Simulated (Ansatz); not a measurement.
**Cu in Ansatz: the effect of target pressure**

Cu:

```xyz
1
Lattice="-0.0044 1.7884 1.8385 1.8229 -0.0175 1.8516 1.7828 1.7614 0.0226" Properties=species:S:1:pos:R:3 pbc="T T T"
Cu    0.0000    0.0000    0.0000
```

The cell isn't the ideal one: cell sheared at random, sigma 0.01, atoms nudged by 0.01 Å.

Alike in all runs:

| Item | Value |
| --- | --- |
| Program | Ansatz 0.2.0 |
| Task | relaxation of cell and atoms |
| Functional | PBEsol |
| Potentials or basis | Ansatz PAW |
| Cutoff | 420 eV (not typed: the program's choice for these potentials) |
| k mesh | 13 × 12 × 13 |
| Occupations | fermi-dirac, width 0.05 eV |
| Spin | no spin polarisation |

Each run relaxes the cell or the atoms first.

| target pressure | relaxed volume (Å³/atom) |
| --- | --- |
| 0 GPa | 11.31 |
| 2 GPa | 11.18 |
| 5 GPa | 11.00 |
| 10 GPa | 10.74 |
| 20 GPa | ? |
| 30 GPa | 9.94 |

Question: What does the run with target pressure 20 GPa give?

Answer: Relaxed volume 10.30 Å³/atom.

Worked out: In Murnaghan's law V^(-B') rises as a straight line in P. The other rows fit best with B' = 4.5, V0 = 11.31 Å³/atom and B0 = 172 GPa, which gives 10.30 Å³/atom at 20 GPa, against the run's 10.30.

Caveats: the plane-wave basis is chosen anew once the cell has moved, so the energies of steps on either side of that aren't comparable; the PAW data sets come from PBE, with cores solved anew for the run's functional, which leaves a small shift of forces and pressure; the volume moved by over 15 % at a fixed basis, so the end points are rough (some runs).
